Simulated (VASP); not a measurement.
# Si (Fd-3m) in VASP: density of states with PBE

Aim: the density of states of Si with PBE.

Program: VASP 6.6.1. These are calculated values, not measurements. Logs are shortened: lines on timing, memory, paths and dates and some standing lists are left out, and cuts for length are marked.

**1. The crystal as given**

The structure is cubic, space group Fd-3m (No. 227). The conventional cell has a = 5.470 Å, b = 5.470 Å, c = 5.470 Å, α = 90.00°, β = 90.00°, γ = 90.00°. Si (site symmetry -43m) is surrounded by 4 Si at 2.37 Å.

**2. Density of states, PBE**

File POSCAR:

```
Si
1.0
    0.0000000000      2.7351216505      2.7351216505
    2.7351216505      0.0000000000      2.7351216505
    2.7351216505      2.7351216505      0.0000000000
Si
2
Direct
    0.5000000000      0.5000000000      0.5000000000
    0.7500000000      0.7500000000      0.7500000000
```

File INCAR.step1:

```
  PREC = Accurate
  ENCUT = 520
  EDIFF = 1E-6
  ISMEAR = 0
  SIGMA = 0.05
  LREAL = F
  LASPH = T
  NELM = 60
  ALGO = Normal
  ISIF = 2
  LWAVE = F
  LCHARG = T
  GGA = PE
  NBANDS = 11
```

File KPOINTS.step1:

```
Automatic mesh
0
Gamma
  14 14 14
```

File INCAR.step2:

```
  PREC = Accurate
  ENCUT = 520
  EDIFF = 1E-6
  ISMEAR = -5
  SIGMA = 0.05
  LREAL = F
  LASPH = T
  NELM = 60
  ALGO = Normal
  ISIF = 2
  LWAVE = F
  LCHARG = F
  GGA = PE
  LORBIT = 11
  NBANDS = 11
  NEDOS = 1001
  ICHARG = 11
```

File KPOINTS.step2:

```
Automatic mesh
0
Gamma
  21 21 21
```

Potentials or basis: VASP PAW PBE potentials, release 64 (Si).

On the command line:

```console
$ cat potpaw_PBE.64/Si/POTCAR > POTCAR
$ cp INCAR.step1 INCAR
$ cp KPOINTS.step1 KPOINTS
$ mpirun -np 1 vasp_std > vasp.out
$ cp INCAR.step2 INCAR
$ cp KPOINTS.step2 KPOINTS
$ mpirun -np 1 vasp_std > vasp.out
```

OUTCAR:

```text
PREC = Accurate
   ENCUT = 520
   EDIFF = 1E-6
   ISMEAR = -5
   LREAL = F
   LASPH = T
   NELM = 60
   ISIF = 2
   GGA = PE
   LORBIT = 11
   ICHARG = 11

 ion  position               nearest neighbor table
   1  0.500  0.500  0.500-   2 2.37   2 2.37   2 2.37   2 2.37
   2  0.750  0.750  0.750-   1 2.37   1 2.37   1 2.37   1 2.37

  LATTYP: Found a face centered cubic cell.
 ALAT       =     5.4702433010

  Lattice vectors:

 A1 = (   0.0000000000,   2.7351216505,   2.7351216505)
 A2 = (   2.7351216505,   0.0000000000,   2.7351216505)
 A3 = (   2.7351216505,   2.7351216505,   0.0000000000)

Analysis of symmetry for initial positions (statically):
=====================================================================
 Subroutine PRICEL returns:
 Original cell was already a primitive cell.

 Routine SETGRP: Setting up the symmetry group for a
 face centered cubic supercell.

 Subroutine GETGRP returns: Found 48 space group operations
 (whereof 24 operations were pure point group operations)
 out of a pool of 48 trial point group operations.

The static configuration has the point symmetry T_d .
 The point group associated with its full space group is O_h .

Analysis of symmetry for dynamics (positions and initial velocities):
=====================================================================
 Subroutine PRICEL returns:
 Original cell was already a primitive cell.

 Routine SETGRP: Setting up the symmetry group for a
 face centered cubic supercell.

 Subroutine GETGRP returns: Found 48 space group operations
 (whereof 24 operations were pure point group operations)
 out of a pool of 48 trial point group operations.

The dynamic configuration has the point symmetry T_d .
 The point group associated with its full space group is O_h .

 Subroutine INISYM returns: Found 48 space group operations
 (whereof 24 operations are pure point group operations),
 and found     1 'primitive' translations

----------------------------------------------------------------------------------------

                                     Primitive cell

  volume of cell :      40.9223

  direct lattice vectors                    reciprocal lattice vectors
     0.000000000  2.735121651  2.735121651    -0.182807225  0.182807225  0.182807225
     2.735121651  0.000000000  2.735121651     0.182807225 -0.182807225  0.182807225
     2.735121651  2.735121651  0.000000000     0.182807225  0.182807225 -0.182807225

  length of vectors
     3.868046133  3.868046133  3.868046133     0.316631402  0.316631402  0.316631402

  position of ions in fractional coordinates (direct lattice)
     0.500000000  0.500000000  0.500000000
     0.750000000  0.750000000  0.750000000

  ion indices of the primitive-cell ions
   primitive index   ion index
                 1           1
                 2           2

----------------------------------------------------------------------------------------

 KPOINTS: Automatic mesh

Automatic generation of k-mesh.
 Grid dimensions read from file:
 generate k-points for:   21   21   21

 Generating k-lattice:

  Cartesian coordinates                     Fractional coordinates (reciprocal lattice)
    -0.008705106  0.008705106  0.008705106     0.047619048  0.000000000  0.000000000
     0.008705106 -0.008705106  0.008705106     0.000000000  0.047619048  0.000000000
     0.008705106  0.008705106 -0.008705106     0.000000000  0.000000000  0.047619048

  Length of vectors
     0.015077686  0.015077686  0.015077686

  Shift w.r.t. Gamma in fractional coordinates (k-lattice)
     0.000000000  0.000000000  0.000000000

 TETIRR: Found   1276 inequivalent tetrahedra from    55566

 Subroutine IBZKPT returns following result:
 ===========================================

 Found    286 irreducible k-points:

 Following reciprocal coordinates:
            Coordinates               Weight
  0.000000  0.000000  0.000000      1.000000
  0.047619  0.000000  0.000000      8.000000
  0.095238  0.000000  0.000000      8.000000
  0.142857  0.000000  0.000000      8.000000
  0.190476  0.000000  0.000000      8.000000
  0.238095  0.000000  0.000000      8.000000
[... 16 lines left out ...]
 -0.428571  0.047619  0.000000     24.000000
 -0.380952  0.047619  0.000000     24.000000
 [... further k-points ...]
   k-points           NKPTS =    286   k-points in BZ     NKDIM =    286   number of bands    NBANDS=     11
   number of dos      NEDOS =   1001   number of ions     NIONS =      2
   total plane-waves  NPLWV =  27000
   dimension x,y,z NGX =    30 NGY =   30 NGZ =   30
   dimension x,y,z NGXF=    60 NGYF=   60 NGZF=   60
   ions per type =               2
   NGX,Y,Z   is equivalent  to a cutoff of  12.89, 12.89, 12.89 a.u.
   NGXF,Y,Z  is equivalent  to a cutoff of  25.79, 25.79, 25.79 a.u.
 SYSTEM =  unknown system
   PREC   = accura    normal or accurate (medium, high low for compatibility)
   ISTART =      0    job   : 0-new  1-cont  2-samecut
   ICHARG =     11    charge: 1-file 2-atom 10-const
   ISPIN  =      1    spin polarized calculation?
   LNONCOLLINEAR =      F non collinear calculations
   LSORBIT =      F    spin-orbit coupling
   LASPH  =      T    aspherical Exc in radial PAW
   ENCUT  =  520.0 eV  38.22 Ry    6.18 a.u.   7.19  7.19  7.19*2*pi/ulx,y,z
   NELM   =     60;   NELMIN=  2; NELMDL=  0     # of ELM steps
   EDIFF  = 0.1E-05   stopping-criterion for ELM
   LREAL  =      F    real-space projection
   EDIFFG = 0.1E-04   stopping-criterion for IOM
   NSW    =      0    number of steps for IOM
   IBRION =     -1    ionic relax: 0-MD 1-quasi-New 2-CG
   NFREE  =      0    steps in history (QN), initial steepest desc. (CG)
   ISIF   =      2    stress and relaxation
   ISYM   =      2    0-nonsym 1-usesym 2-fastsym
   POTIM  = 0.5000    time-step for ionic-motion
   TEBEG  =    0.0;   TEEND  =   0.0 temperature during run
   PSTRESS=    0.0 pullay stress
   NELECT =       8.0000    total number of electrons
   NUPDOWN=      -1.0000    fix difference up-down
   EMIN   =  10.00;   EMAX   =-10.00  energy-range for DOS
   EFERMI =   0.00;   METHOD = LEGACY
   ISMEAR =    -5;   SIGMA  =   0.05  broadening in eV -4-tet -1-fermi 0-gaus
   EFERMI_NEDOS =   21; number of points for ismear=-14 and -15
   IALGO  =     38    algorithm
   IMIX   =      4    mixing-type and parameters
     AMIX     =   0.40;   BMIX     =  1.00
     AMIX_MAG =   1.60;   BMIX_MAG =  1.00
  volume/ion in A,a.u.               =      20.46       138.08
  Fermi-wavevector in a.u.,A,eV,Ry     =   0.950134  1.795493 12.282722  0.902755
  Thomas-Fermi vector in A             =   2.078482
   LORBIT       =     11    0 simple, 1 ext, 2 COOP (PROOUT), +10 PAW based schemes
   GGA     = PE    functional components
   LHFCALC =     F    Hartree Fock is set to
   AEXX    =    0.0000 exact exchange contribution
   IVDW    =     0    specifies the selected vdW correction
   LEPSILON=     F    determine dielectric tensor
   LRPA    =     F    only Hartree local field effects (RPA)
 non-spin polarized calculation
 Fermi weights with tetrahedron method with Bloechl corrections
  energy-cutoff  :      520.00
  volume of cell :       40.92
 maximum number of plane-waves:      1121
 NGX is ok and might be reduce to    30

 number of electron       8.0000001 magnetization

 Free energy of the ion-electron system (eV)
  ---------------------------------------------------
  ext. energy  EPLUGINS =         0.00000000
  ---------------------------------------------------
  free energy    TOTEN  =       -10.84992793 eV

  energy without entropy =      -10.84992793  energy(sigma->0) =      -10.84992793

 E-fermi :   5.6152     XC(G=0):  -9.3241

 val. band max:        5.6075617455   @ k =   0.0000   0.0000   0.0000
 cond. band min:       6.2210230884   @ k =   0.4286   0.4286   0.0000
 fundamental gap:      0.6134613428
 Fermi energy:         5.6152068150

 k-point     1 :       0.0000    0.0000    0.0000
  band No.  band energies     occupation
      1      -6.2014      2.00000
      2       5.6076      2.00000
      3       5.6076      2.00000
      4       5.6076      2.00000
      5       8.1642      0.00000
      6       8.1642      0.00000
      7       8.1642      0.00000
      8       8.7320      0.00000
      9      13.3164      0.00000
     10      13.3164      0.00000
     11      13.4822      0.00000

 k-point     2 :       0.0476    0.0000    0.0000
  band No.  band energies     occupation
      1      -6.1722      2.00000
      2       5.2789      2.00000
      3       5.5585      2.00000
      4       5.5585      2.00000
      5       8.2079      0.00000
      6       8.2361      0.00000
      7       8.2361      0.00000
      8       8.9665      0.00000
      9      13.2176      0.00000
     10      13.2176      0.00000
     11      13.6111      0.00000

 k-point     3 :       0.0952    0.0000    0.0000
  band No.  band energies     occupation
      1      -6.0848      2.00000
      2       4.5484      2.00000
      3       5.4298      2.00000
      4       5.4298      2.00000
      5       8.1413      0.00000
      6       8.4264      0.00000
      7       8.4264      0.00000
      8       9.6258      0.00000
      9      12.9915      0.00000
     10      12.9915      0.00000
     11      13.9669      0.00000

 k-point     4 :       0.1429    0.0000    0.0000
  band No.  band energies     occupation
      1      -5.9403      2.00000
      2       3.6880      2.00000
      3       5.2585      2.00000
      4       5.2585      2.00000
      5       7.9832      0.00000
      6       8.6750      0.00000
      7       8.6750      0.00000
      8      10.4505      0.00000
      9      12.7680      0.00000
     10      12.7680      0.00000
     11      14.4280      0.00000

 k-point     5 :       0.1905    0.0000    0.0000
  band No.  band energies     occupation
      1      -5.7402      2.00000
      2       2.8026      2.00000
      3       5.0763      2.00000
      4       5.0763      2.00000
      5       7.7955      0.00000
      6       8.9115      0.00000
      7       8.9115      0.00000
      8      11.3083      0.00000
      9      12.6573      0.00000
     10      12.6573      0.00000
     11      14.6806      0.00000
[... 211 lines left out ...]
 k-point    21 :       0.4762    0.0476    0.0000
  band No.  band energies     occupation
      1      -3.9825      2.00000
      2      -1.1224      2.00000
      3       4.2413      2.00000
      4       4.3593      2.00000
      5       7.2985      0.00000
      6       8.8990      0.00000
      7       9.1050      0.00000
      8      13.4056      0.00000
      9      14.8896      0.00000
     10      16.0263      0.00000
     11      16.7281      0.00000

 k-point    22 :      -0.4762    0.0476    0.0000
  band No.  band energies     occupation
      1      -3.9023      2.00000
      2      -1.2391      2.00000
      3       4.1897      2.00000
      4       4.3904      2.00000
      5       7.2850      0.00000
      6       8.9278      0.00000
      7       9.0507      0.00000
      8      13.4186      0.00000
      9      15.5464      0.00000
     10      15.7179      0.00000
     11      16.6733      0.00000

 k-point    23 :      -0.4286    0.0476    0.0000
  band No.  band energies     occupation
      1      -4.0565      2.00000
      2      -1.0118      2.00000
      3       4.1725      2.00000
      4       4.4545      2.00000
      5       7.3082      0.00000
      6       8.9924      0.00000
      7       9.0300      0.00000
      8      13.4348      0.00000
      9      14.8404      0.00000
     10      15.3033      0.00000
     11      16.7582      0.00000

 k-point    24 :      -0.3810    0.0476    0.0000
  band No.  band energies     occupation
      1      -4.3590      2.00000
      2      -0.5271      2.00000
      3       4.1911      2.00000
      4       4.5496      2.00000
      5       7.3678      0.00000
      6       9.0372      0.00000
      7       9.0850      0.00000
      8      13.4066      0.00000
      9      14.0196      0.00000
     10      14.6884      0.00000
     11      15.9276      0.00000

 [... further k-points ...]
[... 5 lines left out ...]
  --------------------------------------------------------------------------------------
  -------------------------------------------------------------------------------------
  Total       -0.0206767     -0.0206767     -0.0206767      0.0000000      0.0000000     -0.0000000
  in kB       -0.8095287     -0.8095287     -0.8095287      0.0000000      0.0000000     -0.0000000
  external PRESSURE =      -0.8095287 kB  Pullay stress =       0.0000000 kB

 VOLUME and BASIS-vectors are now :
 -----------------------------------------------------------------------------
  energy-cutoff  :      520.00
  volume of cell :       40.92
      direct lattice vectors                 reciprocal lattice vectors
     0.000000000  2.735121651  2.735121651    -0.182807225  0.182807225  0.182807225
     2.735121651  0.000000000  2.735121651     0.182807225 -0.182807225  0.182807225
     2.735121651  2.735121651  0.000000000     0.182807225  0.182807225 -0.182807225

 POSITION                                       TOTAL-FORCE (eV/Angst)
 -----------------------------------------------------------------------------------
      2.73512      2.73512      2.73512        -0.000000     -0.000000     -0.000000
      4.10268      4.10268      4.10268         0.000000      0.000000      0.000000
 -----------------------------------------------------------------------------------
    total drift:                                0.000000     -0.000000     -0.000000

  FREE ENERGIE OF THE ION-ELECTRON SYSTEM (eV)
  ---------------------------------------------------
  free  energy   TOTEN  =       -10.8499279281 eV

  energy  without entropy=      -10.8499279281  energy(sigma->0) =      -10.84992793

 total charge

# of ion       s       p       d       tot
------------------------------------------
    1        0.751   0.927   0.000   1.678
    2        0.751   0.927   0.000   1.678
--------------------------------------------------
tot          1.502   1.854   0.000   3.356
```

Wall time 2.1 min (1 thread of Intel Xeon Platinum 8488C (Sapphire Rapids), shared host); peak memory 0.22 GiB.

What came out:

```yaml
Valence_electrons_inside_the_program's_atomic_spheres: Si 1.68
```

Levels at points of the mesh, in eV from the valence-band top:
```csv
k point,band 2,band 3,band 4,band 5,band 6,band 7
"(0.00, 0.00, 0.00)",0.00,0.00,0.00,2.56,2.56,2.56
```

States per cell in windows of 1 eV (zero at the valence-band top; states under -8 eV left out):
| from (eV) | total | Si1_p | Si2_p | Si1_s | Si2_s | Si1_d | Si2_d |
| --- | --- | --- | --- | --- | --- | --- | --- |
| -8.0 | 0.26 | 0.01 | 0.01 | 0.05 | 0.05 | 0.00 | 0.00 |
| -7.0 | 0.87 | 0.06 | 0.06 | 0.13 | 0.13 | 0.00 | 0.00 |
| -6.0 | 0.41 | 0.03 | 0.03 | 0.06 | 0.06 | 0.00 | 0.00 |
| -5.0 | 0.45 | 0.06 | 0.06 | 0.03 | 0.03 | 0.00 | 0.00 |
| -4.0 | 1.10 | 0.17 | 0.17 | 0.03 | 0.03 | 0.00 | 0.00 |
| -3.0 | 1.42 | 0.25 | 0.25 | 0.02 | 0.02 | 0.00 | 0.00 |
| -2.0 | 1.21 | 0.24 | 0.24 | 0.01 | 0.01 | 0.00 | 0.00 |
| -1.0 | 0.33 | 0.07 | 0.07 | 0.00 | 0.00 | 0.00 | 0.00 |
| 0.0 | 0.07 | 0.00 | 0.00 | 0.00 | 0.00 | 0.00 | 0.00 |
| 1.0 | 0.73 | 0.05 | 0.05 | 0.04 | 0.04 | 0.00 | 0.00 |
| 2.0 | 1.39 | 0.11 | 0.11 | 0.08 | 0.08 | 0.00 | 0.00 |
| 3.0 | 1.64 | 0.16 | 0.16 | 0.05 | 0.05 | 0.00 | 0.00 |
| 4.0 | 1.29 | 0.14 | 0.14 | 0.04 | 0.04 | 0.00 | 0.00 |
| 5.0 | 1.13 | 0.12 | 0.12 | 0.03 | 0.03 | 0.00 | 0.00 |
| 6.0 | 1.14 | 0.11 | 0.11 | 0.03 | 0.03 | 0.00 | 0.00 |
| 7.0 | 1.27 | 0.12 | 0.12 | 0.03 | 0.03 | 0.00 | 0.00 |
